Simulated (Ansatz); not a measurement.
MgO: moving Mg off its site

MgO, Fm-3m, a = 4.204 Å. Ansatz: r2SCAN, PAW, 500 eV, Γ-centred 10×10×10 mesh on 2 atoms, Gaussian smearing 0.05 eV; no spin polarisation.

```xyz
2
Lattice="0.0000 2.1021 2.1021 2.1021 0.0000 2.1021 2.1021 2.1021 0.0000" Properties=species:S:1:pos:R:3 pbc="T T T"
Mg    0.0000    0.0000    0.0000
O     2.1021    2.1021    2.1021
```

Atom 1 (Mg) moves by x along the unit vector (0.000, 1.000, 0.000), with its periodic images; all else is held. y is the free energy of the cell over the start, F the force along the path summed over the moved atoms. Symmetry makes y even in x.

```
 x (Å) y (meV) F (eV/Å)
-0.200        ?         ?
-0.100     29.2      0.60
 0.000      0.0      0.00
 0.025      1.8     -0.14
 0.050      7.1     -0.29
 0.075     16.2     -0.44
 0.125     46.5     -0.78
 0.150     68.5     -0.98
 0.175     95.8     -1.20
```

Fit y = c2 x² + c4 x⁴ to the energies of the other rows, give the force constant, and predict energy and force of the missing row.

Least squares on the rows shown. y = 2818 x² + 10110 x⁴. The force constant is 2 c2 = 5.64 eV/Å² (for all images moving together, not for a lone atom). With two atoms in a cubic cell this is the optical mode at Γ without the LO field: ω = 521.5 √(2 c2/μ) = 399 cm⁻¹ for μ = 9.65 u. The force −dy/dx at the missing row is 1.45 eV/Å (computed 1.46). At x = -0.200 the fit asked for gives 128.9 meV. The run gave 129.0 meV, so the fit is 0.1 meV too low, a small miss on the scale of the series.

Cost: 9 runs of about 0.8 core-minutes in all, on Arm Neoverse V1 (shared hosts).